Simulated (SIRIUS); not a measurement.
Crystal: HgTe (Coloradoite).

```xyz
2
Lattice="0.0000 3.2145 3.2145 3.2145 0.0000 3.2145 3.2145 3.2145 0.0000" Properties=species:S:1:pos:R:3 pbc="T T T"
Hg    0.0000    0.0000    0.0000
Te    4.8217    4.8217    4.8217
```

Base run:

- Program: SIRIUS 7.12.0
- Functional: PBEsol
- Potentials or basis: PseudoDojo 0.4.1 PBE standard (scalar relativistic)
- Cutoff: 1102 eV
- Density cutoff: 4408 eV
- k mesh: 6 × 6 × 6
- Occupations: fermi-dirac, width 0.05 eV
- Spin: no spin polarisation

Its results: band gap on the k mesh 0.00 eV; pressure 1.9 GPa.

After a change of settings the same cell gave: band gap on the k mesh 0.00 eV; pressure 6.4 GPa. Which change was it?
A. functional from PBEsol to RPBE; libxc names from ["XC_GGA_X_PBE_SOL", "XC_GGA_C_PBE_SOL"] to ["XC_GGA_X_RPBE", "XC_GGA_C_PBE"]
B. functional from PBEsol to rPW86PBE; libxc names from ["XC_GGA_X_PBE_SOL", "XC_GGA_C_PBE_SOL"] to ["XC_GGA_X_RPW86", "XC_GGA_C_PBE"]
C. functional from PBEsol to PW91; libxc names from ["XC_GGA_X_PBE_SOL", "XC_GGA_C_PBE_SOL"] to ["XC_GGA_X_PW91", "XC_GGA_C_PW91"]
D. functional from PBEsol to WC; libxc names from ["XC_GGA_X_PBE_SOL", "XC_GGA_C_PBE_SOL"] to ["XC_GGA_X_WC", "XC_GGA_C_PBE"]

A.

Caveats: the potentials were made for another functional, which shifts forces and pressure; spin-orbit coupling is left out, which moves the levels of the heavy elements.

Runs at the PBE level aren't shown here.
